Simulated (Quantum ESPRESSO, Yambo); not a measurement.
# AlN (P6_3mc): G0W0 with Yambo, start to end, part 2 of 2

Wanted: ground state, empty states, screening and self-energy for AlN (P6_3mc).

Quantum ESPRESSO 7.5 and Yambo 5.3.0; PBE and many-body steps on it, plane waves. Known limits of the many-body steps: not at the basis limit; coarse k mesh.

So far. Step 2 (Ground state): The gap is direct, at Γ. Step 3 (Bands along the symmetry lines): The gap is 4.221 eV, as in the run before at this level.

The database entry behind the starting cell differs from later determinations by our own check (inner coordinate u about 0.002 short), so it need not match the best structure at ambient conditions.

**4. Empty states on the mesh, 3×3×4 mesh, 501 bands**

Level of this step: DFT, PBE, plane waves, norm-conserving pseudopotentials (Quantum ESPRESSO).

The sums over transitions need many empty states on a uniform mesh; this step solves for them.

pw.in

```
&control
  calculation = 'nscf'
  prefix = 'x'
  outdir = 'o'
  pseudo_dir = 'pseudo'
/
&system
  ibrav = 0
  nat = 4
  ntyp = 2
  ecutwfc = 72.0
  nbnd = 501
  force_symmorphic = .true.
/
&electrons
  conv_thr = 1e-9
  electron_maxstep = 80
  diago_full_acc = .true.
  diago_thr_init = 5e-6
/
ATOMIC_SPECIES
  Al 26.982 Al.upf
  N 14.007 N.upf
CELL_PARAMETERS angstrom
  3.1130000000 -0.0000000000 0.0000000000
  -1.5565000000 2.6959370820 0.0000000000
  0.0000000000 0.0000000000 4.9810000000
ATOMIC_POSITIONS crystal
  Al 0.3333333333 0.6666666667 0.0000000000
  Al 0.6666666667 0.3333333333 0.5000000000
  N 0.3333333333 0.6666666667 0.3800000000
  N 0.6666666667 0.3333333333 0.8800000000
K_POINTS automatic
  3 3 4 0 0 0
```

Command:

```console
> OMP_NUM_THREADS=1 mpirun -n 4 pw.x -nk 4 -in pw.in > pw.out
```

What it wrote:

```text
[banner, memory and clock lines left out]
Program PWSCF v.7.5 starts

     Atomic positions and unit cell read from directory:
     o/x.save/

     Message from routine setup:
     using ibrav=0 with symmetry is DISCOURAGED, use correct ibrav instead

     G-vector sticks info

     bravais-lattice index     =            0
     lattice parameter (alat)  =       5.8827  a.u.
     unit-cell volume          =     282.0993 (a.u.)^3
     number of atoms/cell      =            4
     number of atomic types    =            2
     number of electrons       =        16.00
     number of Kohn-Sham states=          501
     kinetic-energy cutoff     =      72.0000  Ry
     charge density cutoff     =     288.0000  Ry
     Exchange-correlation= PBE
                           (   1   4   3   4   0   0   0)

     celldm(1)=   5.882717  celldm(2)=   0.000000  celldm(3)=   0.000000
     celldm(4)=   0.000000  celldm(5)=   0.000000  celldm(6)=   0.000000

     crystal axes: (cart. coord. in units of alat)
               a(1) = (   1.000000  -0.000000   0.000000 )
               a(2) = (  -0.500000   0.866025   0.000000 )
               a(3) = (   0.000000   0.000000   1.600064 )

     reciprocal axes: (cart. coord. in units 2 pi/alat)
               b(1) = (  1.000000  0.577350 -0.000000 )
               b(2) = (  0.000000  1.154701 -0.000000 )
               b(3) = ( -0.000000 -0.000000  0.624975 )
     Pseudo is Norm-conserving + core correction, Zval =  3.0
     Generated using ONCVPSP code by D. R. Hamann
     Using radial grid of 1876 points,  6 beta functions with:
     Pseudo is Norm-conserving + core correction, Zval =  5.0
     Generated using ONCVPSP code by D. R. Hamann
     Using radial grid of 1058 points,  4 beta functions with:
     Al                3.00    26.98200     Al( 1.00)
     N                 5.00    14.00700     N ( 1.00)

      6 Sym. Ops. (no inversion) found

   Cartesian axes

     site n.     atom                  positions (alat units)
         1        Al     tau(   1) = (  -0.0000000   0.5773503   0.0000000  )
         2        Al     tau(   2) = (   0.5000000   0.2886751   0.8000321  )
         3        N      tau(   3) = (  -0.0000000   0.5773503   0.6080244  )
         4        N      tau(   4) = (   0.5000000   0.2886751   1.4080565  )

     number of k points=    10
                       cart. coord. in units 2pi/alat
        k(    1) = (   0.0000000   0.0000000   0.0000000), wk =   0.0555556
        k(    2) = (   0.0000000   0.0000000   0.1562437), wk =   0.1111111
        k(    3) = (   0.0000000   0.0000000  -0.3124875), wk =   0.0555556
[...]
k(    9) = (   0.3333333   0.5773503  -0.3124875), wk =   0.1111111
        k(   10) = (   0.0000000  -0.3849002   0.1562437), wk =   0.3333333

     Dense  grid:    23187 G-vectors     FFT dimensions: (  32,  32,  54)

     The potential is recalculated from file :
     o/x.save/charge-density

     Starting wfcs are   16 randomized atomic wfcs +  485 random wfcs

     Band Structure Calculation

     End of band structure calculation

          k = 0.0000 0.0000 0.0000 (  2863 PWs)   bands (ev):

    -8.0385  -5.8877   1.1322   6.2756   6.2756   6.9268   6.9268   7.1067
    11.3272  13.7824  17.6990  18.2976  18.2976  20.2844  20.2886  20.2886
    21.6418  21.6418  21.9213  24.4378  24.4378  26.5454  29.5081  29.8483
[...]
[... 51 further rows ...]
[...]
287.8538 287.8538 288.6053 288.6327 288.6327

          k = 0.0000 0.0000 0.1562 (  2893 PWs)   bands (ev):

[...]
[... 51 further rows ...]
[...]
287.4024 287.6917 287.6917 288.2114 288.2114

          k = 0.0000 0.0000-0.3125 (  2858 PWs)   bands (ev):

[...]
76.5466  76.5466  76.9146  76.9146  76.9146  76.9146  77.7650  77.7650
     [... 51 further rows ...]
   278.7178 278.7178 279.2420 279.2420 281.1891 281.1891 288.7114 288.7114
   288.7114 288.7114 292.1299 292.1299 294.2788

          k = 0.0000 0.3849 0.0000 (  2892 PWs)   bands (ev):

     [... further k-points ...]

     highest occupied, lowest unoccupied level (ev):     7.1067   11.3272

     XML data file, pseudopotentials, collected wavefunctions
```

Run time: 86 s. Hardware: 4 MPI ranks of Arm Neoverse V1, shared host; peak memory 0.82 GiB.

This step gave:

```yaml
gap: 4.221 eV
k_of_the_valence_top: 0, 0, 0
k_of_the_conduction_bottom: 0, 0, 0
least_direct_gap: 4.221 eV
k_points_computed: 10
lowest_point_of_the_top_converged_band_above_the_valence_top: 281.1048 eV
```

On this mesh the gap is 4.221 eV.

**5. Conversion and set-up**

This step: Yambo 5.3.0; conversion and set-up on PBE, plane waves, norm-conserving pseudopotentials.

The states are converted to the many-body program's format and the q mesh is built.

Command:

```console
> (cd o/x.save; p2y > p2y.log; mv SAVE ../..); yambo > setup.log
```

What it wrote:

```text
 Yambo, version 5.3.0

 [02] CORE Variables Setup
 =========================

  [02.01] Unit cells
  ==================

  Cell kind             :  HCP
  Atoms in the cell     :  Al  N
  number of Al atoms    :  2
  number of N  atoms    :  2

  List of atomic masses
  Mass of Al    :  26.98200
  Mass of N     :  14.00700

  List of atomic coordinates    : [cc]
  Al1       : -0.29414E-09   3.3964       0.0000      order 1
  Al2       :  2.941359  1.698194  4.706363  order 2
  N1       : -0.29414E-09   3.3964       3.5768      order 3
  N2       :  2.941359  1.698194  8.283199  order 4

  Alat factors          :  5.882717  5.094583  9.412726 [a.u.]
  Direct lattice volume :  282.0993 [a.u.]
  Direct lattice vectors:  A[ 1 ]  A[ 2 ]  A[ 3 ]
   A[ 1 ]:  1.000000 -0.000000  0.000000  [iru]
   5.882717 -0.000000  0.000000  [cc]
   A[ 2 ]: -0.500000  1.000000  0.000000  [iru]
  -2.941359  5.094583  0.000000  [cc]
   A[ 3 ]:  0.000000  0.000000  1.000000  [iru]
   0.000000  0.000000  9.412726  [cc]

  Recip. lattice volume :  0.879301 [a.u.]
  Recip. lattice vectors:  B[ 1 ]  B[ 2 ]  B[ 3 ]
   B[ 1 ]:  1.000000  0.500000  0.000000  [iku]
   1.068075  0.616654 -0.000000  [cc]
   B[ 2 ]:  0.000000  1.000000  0.000000  [iku]
   0.000000  1.233307 -0.000000  [cc]
   B[ 3 ]:  0.000000  0.000000  1.000000  [iku]
  -0.000000 -0.000000  0.667520  [cc]

  [02.02] Symmetries
  ==================

  Inversion symmetry    : yes
  Spatial inversion     : no
  Inversion index       :   7
  K-space Time-reversal : yes
  Magnetic symmetries   : no
  Time-reversal derived K-space symmetries:   7  12
  Group table correct   : yes
  Symmetries units      :  [cc]

   [S  1]:   1.0000       0.0000       0.0000     -0.10606E-18   1.0000       0.0000       0.0000       0.0000       1.0000
   [S  2]: -0.500000  0.866025  0.000000 -0.866025 -0.500000  0.000000  0.000000  0.000000  1.000000
   [S  3]: -0.500000 -0.866025  0.000000  0.866025 -0.500000  0.000000  0.000000  0.000000  1.000000
   [S  4]:  -1.0000       0.0000       0.0000      0.10606E-18   1.0000       0.0000       0.0000       0.0000       1.0000
   [S  5]:  0.500000  0.866025  0.000000  0.866025 -0.500000  0.000000  0.000000  0.000000  1.000000
   [S  6]:  0.500000 -0.866025  0.000000 -0.866025 -0.500000  0.000000  0.000000  0.000000  1.000000
   [S* 7]:  -1.0000      -0.0000      -0.0000      0.10606E-18  -1.0000      -0.0000      -0.0000      -0.0000      -1.0000
   [S* 8]:  0.500000 -0.866025 -0.000000  0.866025  0.500000 -0.000000 -0.000000 -0.000000 -1.000000
   [S* 9]:  0.500000  0.866025 -0.000000 -0.866025  0.500000 -0.000000 -0.000000 -0.000000 -1.000000
   [S*10]:   1.0000      -0.0000      -0.0000     -0.10606E-18  -1.0000      -0.0000      -0.0000      -0.0000      -1.0000
   [S*11]: -0.500000 -0.866025 -0.000000 -0.866025  0.500000 -0.000000 -0.000000 -0.000000 -1.000000
[...]
K_min[ 3 ] :  0.33333      0.23545E-11   0.0000     [rlu]
  Grid dimensions      :   4   3   3
  K lattice UC volume  :  0.024425 [a.u.]

  IBZ K-points                                      :  10
  BZ  K-points                                      :   36

  K/Q-points units:
  rlu = crystal or reduced units; cc = cartesian coordinates; iku = interal k-units

  K [ 1]         [rlu]:  0.000000  0.000000  0.000000
         WF components:  2863
  K [ 2]         [rlu]:  0.000000  0.000000  0.250000
         WF components:  2893
  K [ 3]         [rlu]:  0.000000  0.000000 -0.500000
         WF components:  2858
[...]
K [ 8]         [rlu]:  0.333333  0.333333  0.250000
[...]
K [ 9]         [rlu]:  0.333333  0.333333 -0.500000
         WF components:  2934
  K [10]         [rlu]:  0.000000 -0.333333  0.250000
         WF components:  2910

  [02.05] Energies & Occupations
  ==============================

  [X] === General ===
  [X] Electronic Temperature                        :  0.000000  0.000000 [eV K]
  [X] Bosonic    Temperature                        :  0.000000  0.000000 [eV K]
  [X] Finite Temperature mode                       : no
  [X] El. density                                   :  0.38275E+24 [cm-3]
  [X] Fermi Level                                   :  7.106664 [eV]

  [X] === Gaps and Widths ===
  [X] Conduction Band Min                           :  4.220509 [eV]
  [X] Valence Band Max                              :  0.000000 [eV]
  [X] Filled Bands                                  :   8
  [X] Empty Bands                                   :     9   501
  [X] Direct Gap                                    :  4.220509 [eV]
  [X] Direct Gap localized at k                     :  1
  [X] Indirect Gap                                  :  4.220509 [eV]
  [X] Indirect Gap between kpts                     :  1  1
  [X] Last valence band width                       :  2.371270 [eV]
  [X] 1st conduction band width                     :  3.218767 [eV]

  E @ K [ 1]:  [eV]
  -15.14520 -12.99438  -5.97443  -0.83104  -0.83104  -0.17988  -0.17988   0.00000
[...]
occ @ K [ 1]
[...]
E @ K [ 2]:  [eV]
[...]
occ @ K [ 2]
[...]
E @ K [ 3]:  [eV]
[...]
occ @ K [ 3]
[...]
E @ K [ 8]:  [eV]
[...]
occ @ K [ 8]
[...]
E @ K [ 9]:  [eV]
[...]
occ @ K [ 9]
[...]
E @ K [10]:  [eV]
[...]
occ @ K [10]
   2.000000  2.000000  2.000000  2.000000  2.000000  2.000000  2.000000  2.000000
   0.000000  0.000000  0.000000  0.000000  0.000000  0.000000  0.000000  0.000000

 [03] Transferred momenta grid and indexing
 ==========================================

 IBZ Q-points                                      :  10
 BZ  Q-points                                      :   36

 K/Q-points units:
 rlu = crystal or reduced units; cc = cartesian coordinates; iku = interal k-units

 Q [ 1]         [rlu]:  0.000000  0.000000  0.000000
 Q [ 2]         [rlu]:  0.000000  0.000000  0.250000
 Q [ 3]         [rlu]:  0.000000  0.000000 -0.500000
[...]
Q [ 8]         [rlu]:  0.333333  0.333333  0.250000
 Q [ 9]         [rlu]:  0.333333  0.333333 -0.500000
 Q [10]         [rlu]:  0.40821E-19 -0.33333      0.25000

  [03.01] X indexes
  =================

   [03.01.01] Sigma indexes
   ========================

 [06] Game Over & Game summary
```

It took 2.2 s on 1 MPI rank; peak memory 0.23 GiB.

**6. Screening and self-energy, 3×3×4 mesh, 501 bands, screening to 353.7 eV**

Now the one-shot GW correction: screening in the RPA, then the self-energy of the levels asked for.

This step: G0W0 on PBE, plane waves, norm-conserving pseudopotentials.

gw3.in

```
HF_and_locXC
gw0
dyson
ppa
em1d
rim_cut
RandQpts= 1000000
RandGvec= 1 RL
EXXRLvcs= 72 Ry
VXCRLvcs= 288 Ry
Chimod= "HARTREE"
% BndsRnXp
 1 | 501 |
%
NGsBlkXp= 26 Ry
% LongDrXp
 1 | 1 | 1 |
%
% GbndRnge
 1 | 501 |
%
DysSolver= "n"
ExtendOut
PPAPntXp= 27.21138 eV
% QPkrange
 1 | 1 | 7 | 10 |
%
```

Command:

```console
> OMP_NUM_THREADS=1 mpirun -n 4 yambo -F gw3.in -J gw3 -C gw3 > gw3.log
```

What it wrote:

```text
 Yambo, version 5.3.0

 [02] CORE Variables Setup
 =========================

  [... cell, symmetries and grids as in the set-up ...]

  [02.05] Energies & Occupations
  ==============================

  [X] === General ===
  [X] Electronic Temperature                        :  0.000000  0.000000 [eV K]
  [X] Bosonic    Temperature                        :  0.000000  0.000000 [eV K]
  [X] Finite Temperature mode                       : no
  [X] El. density                                   :  0.38275E+24 [cm-3]
  [X] Fermi Level                                   :  7.106664 [eV]

  [X] === Gaps and Widths ===
  [X] Conduction Band Min                           :  4.220509 [eV]
  [X] Valence Band Max                              :  0.000000 [eV]
  [X] Filled Bands                                  :   8
  [X] Empty Bands                                   :     9   501
  [X] Direct Gap                                    :  4.220509 [eV]
  [X] Direct Gap localized at k                     :  1
  [X] Indirect Gap                                  :  4.220509 [eV]
  [X] Indirect Gap between kpts                     :  1  1
  [X] Last valence band width                       :  2.371270 [eV]
  [X] 1st conduction band width                     :  3.218767 [eV]

 [03] Transferred momenta grid and indexing
 ==========================================

 IBZ Q-points                                      :  10
 BZ  Q-points                                      :   36

 K/Q-points units:
 rlu = crystal or reduced units; cc = cartesian coordinates; iku = interal k-units

 Q [ 1]         [rlu]:  0.000000  0.000000  0.000000
 Q [ 2]         [rlu]:  0.000000  0.000000  0.250000
 Q [ 3]         [rlu]:  0.000000  0.000000 -0.500000
 Q [ 4]         [rlu]: -0.40821E-19  0.33333       0.0000
 Q [ 5]         [rlu]: -0.40821E-19  0.33333      0.25000
 Q [ 6]         [rlu]: -0.40821E-19  0.33333     -0.50000
 Q [ 7]         [rlu]:  0.333333  0.333333  0.000000
 Q [ 8]         [rlu]:  0.333333  0.333333  0.250000
 Q [ 9]         [rlu]:  0.333333  0.333333 -0.500000
 Q [10]         [rlu]:  0.40821E-19 -0.33333      0.25000

 [04] Coloumb potential Random Integration (RIM)
 ===============================================

  [04.01] RIM initialization
  ==========================

  * Diagonal components only detected *

  8 x (sBL volume)        :  0.195400 [a.u.]
  sBZ random points       :  1000000
  Points outside the sBZ  :   7994252
  RL volume               :  0.879301 [a.u.]
  Integrated volume       :  0.879933 [a.u.]

  [04.02] RIM integrals
  =====================

  Gamma point sphere radius             :  0.105259 [a.u.]
  Points outside the sphere             :   811608
  [Int_sBZ(q=0) 1/q^2]*(Vol_sBZ)^(-1/3) =:  7.236165
                                 should be <:  7.795600

  Summary of Coulomb integrals for non-metallic bands |Q|[au] RIM/Bare

  Q [1] 0.100000E-4 0.928237 * Q [2] 0.166880 0.646012
  Q [3] 0.333760 0.872534 * Q [4] 0.411102 1.143679
  Q [10] 0.443682 1.087027 * Q [5] 0.443682 1.086663
  Q [6] 0.529529 1.022105 * Q [7] 0.712050 1.044470
  Q [8] 0.731344 1.037865 * Q [9] 0.786391 1.024498

 [05] Dipoles
 ============

  [05.01] Setup: observables and procedures
  =========================================

  [WARNING] [x,Vnl] slows the Dipoles computation. To neglect it rename the ns.kb_pp file

 [06] Dynamic Dielectric Matrix (PPA)
 ====================================

 [WR./gw3//ndb.pp]---------------------------------------------------------------
  Brillouin Zone Q/K grids (IBZ/BZ)                :   10   36   10   36
  RL vectors                                       :   3777 [WF]
  Coulomb cutoff potential                         : none
  Electronic Temperature                           :  0.000000 [K]
  Bosonic    Temperature                           :  0.000000 [K]
  PPA    diel. fun.  energies                      : Perdew, Burke & Ernzerhof(X)+Perdew, Burke & Ernzerhof(C)
  wavefunctions                                    : Perdew, Burke & Ernzerhof(X)+Perdew, Burke & Ernzerhof(C)
  Global Gauge                                     : length
  X matrix size                                    :   627
  X band range                                     :     1   501
  X e/h energy range                               : -1.000000 -1.000000 [eV]
  X Time ordering                                  : R
  X Hxc Kernel                                     : HARTREE
  X Drude frequency                                :  0.000000  0.000000
  X poles                                          :  100.0000 [o/o]
  RL vectors in the sum                            :   3777
  [r,Vnl] included                                 : yes
  Field direction                                  :  0.577350E-5  0.577350E-5  0.577350E-5
  BZ energy Double Grid                            : no
  BZ energy DbGd points                            : 0
  BZ Q point size factor                           : -1.000000
  X Optical Averaged directions                    : none

 [07] Local Exchange-Correlation + Non-Local Fock
 ================================================

 [VXC] Plane waves :  23187
 [EXS] Plane waves :  2875

 QP @ state[ 1 ] K range:  1  1
 QP @ state[ 1 ] b range:   7  10

 [xc] Functional : Perdew, Burke & Ernzerhof(X)+Perdew, Burke & Ernzerhof(C)
 [xc] LIBXC used to calculate xc functional
  PP Number of Atomic Species                      :  2
  NLCC RL compoments                               :  23187
  PP Number of Atomic Species                      :  2
  NLCC RL compoments                               :  23187

 [xc] E_xc :  -6.931593 [Ha]
      E_xc :  -13.86319 [Ry]

  Local XC kind (lXC) : Perdew, Burke & Ernzerhof(X)+Perdew, Burke & Ernzerhof(C)
  Non-Local XC kind (nlXC) : Hartree-Fock

  Corrections @ K [1] :  [eV]
 <7|nlXC|7> = -21.12496 -0.14039E-16 <7|lXC|7> = -16.99289  0.37763E-15
 <8|nlXC|8> = -20.86447 -0.20802E-16 <8|lXC|8> = -17.08523  0.18882E-15
 <9|nlXC|9> = -7.867130 -0.16316E-17 <9|lXC|9> = -12.50474 -0.56645E-15
 <10|nlXC|10> = -5.604894  0.83243E-18 <10|lXC|10> = -10.79204  0.18882E-15

 [08] Dyson equation: Newton solver
 ==================================

  [08.01] G0W0 (W PPA)
  ====================

  [  GW  ] Bands range     :     1   501
  [GW/PPA] G damping       :  0.100000 [eV]

  QP @ state[ 1 ] K range:  1  1
  QP @ state[ 1 ] b range:   7  10

   Sc/G bands                                       :     1   501
   Sc/G damping                                     :  0.100000 ev
   Sc bands terminator                              : no
   Sx RL components                                 :  2875

   QP @ state[ 1 ] K range                          :  1  1
   QP @ state[ 1 ] b range                          :   7  10
   GF energies kind                                 : Perdew, Burke & Ernzerhof(X)+Perdew, Burke & Ernzerhof(C)
   GF WF`s kind                                     : Perdew, Burke & Ernzerhof(X)+Perdew, Burke & Ernzerhof(C)
   Xs energies kind                                 : Perdew, Burke & Ernzerhof(X)+Perdew, Burke & Ernzerhof(C)
   Xs WF`s kind                                     : Perdew, Burke & Ernzerhof(X)+Perdew, Burke & Ernzerhof(C)

 [11] Game Over & Game summary
```

Run time: 12 min. Hardware: 4 MPI ranks; peak memory 2.4 GiB; 47 min of CPU time.

This step gave:

```
G0W0 gap on the points computed              : 5.655 eV
starting gap on the mesh                     : 4.221 eV
k of the valence top                         : 0, 0, 0
k of the conduction bottom                   : 0, 0, 0
least direct G0W0 gap on the computed points : 5.655 eV
Z at the valence top                         : 0.7910
Z at the conduction bottom                   : 0.8181
```

The gap on the mesh goes from 4.22 eV to 5.65 eV, a correction of +1.43 eV.

Limits: finite bands, cutoff and mesh; coarse k mesh. v1 is the top filled band, c1 the lowest empty one. Levels before and after the correction, in eV, zero at the valence-band top of each column:

|  | conduction bottom | valence top |
| --- | --- | --- |
| Kohn-Sham | 4.22 | 0.00 |
| G0W0 | 5.65 | 0.00 |

|  | level | energy (eV) |
| --- | --- | --- |
| Kohn-Sham | Γ v2 | -0.180 |
| Kohn-Sham | Γ v1 | 0.000 |
| Kohn-Sham | Γ c1 | 4.221 |
| Kohn-Sham | Γ c2 | 6.676 |
| G0W0 | Γ v2 | -0.261 |
| G0W0 | Γ v1 | 0.000 |
| G0W0 | Γ c1 | 5.655 |
| G0W0 | Γ c2 | 8.194 |

**7. Where the time went**

Times are wall times on the hardware named with each run, good to a factor of about two.

| step | time | share | memory (GiB) |
| --- | --- | --- | --- |
| ground state | 5.6 s | 1 % | 0.24 |
| bands along the symmetry lines | 4.5 s | 1 % | 0.2 |
| empty states on the mesh | 86 s | 11 % | 0.82 |
| conversion and set-up | 2.2 s | 0 % | 0.23 |
| screening and self-energy | 12 min | 88 % | 2.4 |

**8. Outcome**

| Item | Value |
| --- | --- |
| PBE gap | 4.22 eV, direct |
| G0W0 gap on the mesh | 5.65 eV |
| GW settings | 3×3×4 mesh, 501 bands, screening to 353.7 eV, Godby-Needs plasmon pole |
| known limits | not at the basis limit; coarse k mesh |

G0W0 moves the gap on the mesh from 4.22 eV to 5.65 eV (+1.43 eV), with Z of 0.79 and 0.82 at the edges. Only 1 of the mesh's irreducible points was corrected, so a valley elsewhere could overtake. The dearest step here is «screening and self-energy». Bands and cutoff are finite, so the gap is not at the basis limit. The miss can reach some tenths of an eV and take either sign; the mesh is an error of its own. In the G0W0 run levels were corrected at 1 k point alone, so a gap called «on the mesh» is the least over those, and an edge elsewhere would be missed. The 3×3×4 mesh is coarse for this cell, which bears on the long-range parts of exchange and screening.

[Paths, hosts, dates, memory and timing lines, banners, echoed tables and standing remarks are left out of the program output.]

[Logs are printed without paths, hosts, clocks, repeated set-up lines and the standing remarks that a program may print on its own settings, such as how far it seeks lower states.]

[Runs of the session that timed out or met a known fault of the program may be left out.]

[Hosts, paths, dates, database ids (printed as entryN), source tags and the programs' standing remarks are cut or masked in the printed files.]
